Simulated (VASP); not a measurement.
Write the native input for VASP 6.6.1 that does the following.

- Task: single point
- Functional: PBE
- Potentials or basis: VASP PAW PBE potentials, release 64 (Ba_sv, H)
- Cutoff: 520 eV
- k mesh: 7 × 7 × 8
- Occupations: fermi-dirac, width 0.05 eV
- Spin: no spin polarisation
- Further INCAR settings: ALGO = Normal; EDIFF = 1e-07; NBANDS = 12

The structure of BaH lies in POSCAR:

```
BaH
1.0
    3.9336699600      0.0000000000      0.0000000000
    0.0000000000      3.9336699600      0.0000000000
    0.0000000000      0.0000000000      3.4838790800
Ba H
1 1
Direct
    0.5000000000      0.5000000000      0.0000000000
    0.0000000000      0.0000000000      0.0000000000
```

The cell was built by a generator and needn't be a form met in nature.

These files were run (other wordings do the same):

INCAR

```
PREC     = Accurate       # precision mode
ENCUT    = 520            # plane-wave cutoff, eV
EDIFF    = 1E-7           # SCF threshold, eV
ISMEAR   = -1             # smearing method
SIGMA    = 0.05           # smearing width, eV
LREAL    = False          # projectors in reciprocal space
LASPH    = True           # aspherical terms in the spheres
NELM     = 60             # most SCF steps
ALGO     = Normal         # electronic algorithm
ISIF     = 2              # what is computed and relaxed
LWAVE    = False          # write WAVECAR
LCHARG   = True           # write CHGCAR
GGA      = PE             # functional
LELF     = True           # ELF
LVHAR    = True         
NBANDS   = 12             # bands
```

KPOINTS

```
regular mesh
0
Gamma
  7 7 8
```

Potentials or basis: VASP PAW PBE potentials, release 64 (Ba_sv, H).

Command:

```console
$ cat potpaw_PBE.64/Ba_sv/POTCAR potpaw_PBE.64/H/POTCAR > POTCAR
$ mpirun -np 1 vasp_std > vasp.out
```

Results of the run:

```yaml
Pressure: 0.1 GPa
Band_gap_on_the_k_mesh: none (metal or under the smearing width)
```

Wall time 36 s on 1 thread of AMD EPYC 7R43 64-Core Processor (Zen 3), with other jobs on the host, peak memory 0.15 GiB.
